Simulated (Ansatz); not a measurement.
O started in the widest void in corundum Al2O3, 121 atoms, charge +1

All numbers come from Ansatz (PAW, plane waves, no spin–orbit coupling) at the single k point (¼, ¼, ¼) without its symmetry partners. The atoms were relaxed with PBEsol in a fixed cell; other functionals are single points on those atoms unless said otherwise. The valence top and gap of the host come from its small cell on a dense mesh, with the band extrema sought between the mesh points, lined up by the mean potential, PBEsol gap 6.03 eV, HSE06 gap 7.99 eV, r²SCAN gap 7.03 eV. The charge correction uses an assumed dielectric constant of 10.

Cell: a = 9.548 Å, b = 9.548 Å, c = 13.014 Å, α = 90.00°, β = 90.00°, γ = 120.00°.

Nearest atoms after relaxation, from the placed atom (for vacancies from the middle of the vacant sites): Al at 1.97 Å, Al at 1.97 Å, O at 2.07 Å, O at 2.07 Å, O at 2.12 Å, O at 2.12 Å, O at 2.12 Å, O at 2.12 Å.

Chemical potentials μ are those of reference phases of the elements at zero temperature by the same functional (the usual solids, diamond for C, grey Sn, and the molecules H2, N2, O2, F2, Cl2, Br2 and S8).

| functional | E(defect) − E(host) − Σ nμ + q·E_VBM (eV) | monopole (eV) | alignment (eV) | formation energy at E_F = VBM (eV) | moment (μB) | wall time, shared host |
| --- | --- | --- | --- | --- | --- | --- |
| PBEsol | 4.50 | 0.19 | 0.04 | 4.73 | 1.0 | 7.3 s on NVIDIA GB200 (relaxation) |
| HSE06 | 4.74 | 0.19 | 0.05 | 4.98 | 1.0 (absolute 2.7) | 45 s on NVIDIA GB200 |
| r²SCAN | 4.75 | 0.19 | 0.05 | 4.99 | 1.0 (absolute 2.6) | 7 s on NVIDIA GB200 |

HSE06 one-electron levels near the gap (the ten most localised at most), from the host's valence top, not corrected for the charge's images:

```tsv
level (eV)	spin	filling	atoms sharing it	element of the atom with most weight
-0.30	down	1.00	55.8	spread
-0.28	down	1.00	55.2	spread
-0.27	down	1.00	54.8	spread
-0.18	up	1.00	28.1	O
-0.11	up	1.00	49.1	spread
-0.08	down	1.00	52.4	spread
0.16	down	1.00	7.1	O
2.54	up	0.00	3.6	O
2.62	down	0.00	4.0	O
3.26	down	0.00	3.0	O
```

r²SCAN one-electron levels near the gap (the ten most localised at most), from the host's valence top, not corrected for the charge's images:

| level (eV) | spin | filling | atoms sharing it | element of the atom with most weight |
| --- | --- | --- | --- | --- |
| -0.29 | up | 1.00 | 55.4 | spread |
| -0.27 | up | 1.00 | 51.0 | spread |
| -0.24 | down | 1.00 | 44.2 | spread |
| -0.23 | up | 1.00 | 52.2 | spread |
| 0.07 | up | 1.00 | 11.8 | O |
| 0.14 | up | 1.00 | 7.8 | O |
| 0.41 | down | 1.00 | 5.7 | O |
| 1.55 | up | 0.00 | 3.7 | O |
| 1.61 | down | 0.00 | 4.3 | O |
| 2.16 | down | 0.00 | 3.2 | O |

PBEsol tends to spread a hole over several anions where a hybrid would trap it on one, and single points on PBEsol atoms lack that distortion.

All elements are taken at their own reference at once; growth conditions in equilibrium with the host shift these energies, by up to the host's formation enthalpy.

One k point and a cell of this size can leave errors of several tenths of an eV in such numbers.

The added oxygen has Al neighbours at ordinary Al–O bonding distance, but its nearest oxygens, at 2.07 Å, are much too far away for a peroxide bond. This is at odds with the usual picture of electron-poor interstitial oxygen in corundum, which pairs with a lattice anion. The relaxation probably stayed in the basin of the open void, so the formation energies describe this configuration rather than the most stable interstitial.

Without a short O–O bond, there is no strongly split σ/σ* pair to push the empty antibonding state upwards. Instead, three empty oxygen-derived levels lie in the lower half of the gap, as expected for an incomplete 2p shell. HSE06 places them higher than r²SCAN, probably because exact exchange separates filled and empty states more strongly, yet the two formation energies nearly coincide.

The absolute moment far exceeds the net 1.0 μB, which reveals regions of opposing spin and suggests antiparallel coupling between open-shell oxygen orbitals. Whether a higher-spin arrangement lies lower remains open.
